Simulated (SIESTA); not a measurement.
Sn:

```
CELL_PARAMETERS angstrom
0.00000 3.23334 3.23334
3.23334 0.00000 3.23334
3.23334 3.23334 0.00000
ATOMIC_POSITIONS crystal
Sn 0.75000 0.75000 0.75000
Sn 0.50000 0.50000 0.50000
```

This isn't the form of Sn at room conditions, which is tetragonal (white tin).

```yaml
Program: SIESTA 5.4.2
Task: relaxation of cell and atoms
Functional: PBE
Potentials_or_basis: PseudoDojo 0.4 standard (PBE files)
Basis: SZ (energy shift 0.003 Ry)
Grid_cutoff: 500 Ry
Energy_shift: 0.003 Ry
k_mesh: 5 × 5 × 5
Occupations: fermi-dirac, width 0.05 eV
Spin: no spin polarisation
```

At the start: pressure 6.4 GPa; volume 33.80 Å³/atom.

**Question.** Where does the relaxation end?

**Answer.** Over 4 steps the energy falls by 92.3 meV/atom and the volume is 39.08 Å³/atom (+15.6 %); space group Fd-3m (No. 227, to 0.05 Å).

Step by step:
```csv
step,energy change (eV),largest force (eV/Å),pressure (GPa),volume (Å³)
1,0.0000,0.0001,6.41,67.61
2,-0.0175,0.0002,6.03,68.06
3,-0.1802,0.0003,0.79,76.49
4,-0.1847,0.0001,0.09,78.16
```

Final structure:
```yaml
crystal:
  lattice:
    - [0.00045, 3.39382, 3.39382]
    - [3.39382, 0.00045, 3.39382]
    - [3.39382, 3.39382, 0.00045]
  atoms:
    - { symbol: Sn, position: [0.74999, 0.74999, 0.74999] }
    - { symbol: Sn, position: [0.50001, 0.50001, 0.50001] }
```

Caveat: the basis has no polarisation orbitals; the volume moved by over 15 % at a fixed basis, so the end points are rough; the basis of atomic orbitals isn't converged, which shifts pressures, moduli and gaps.
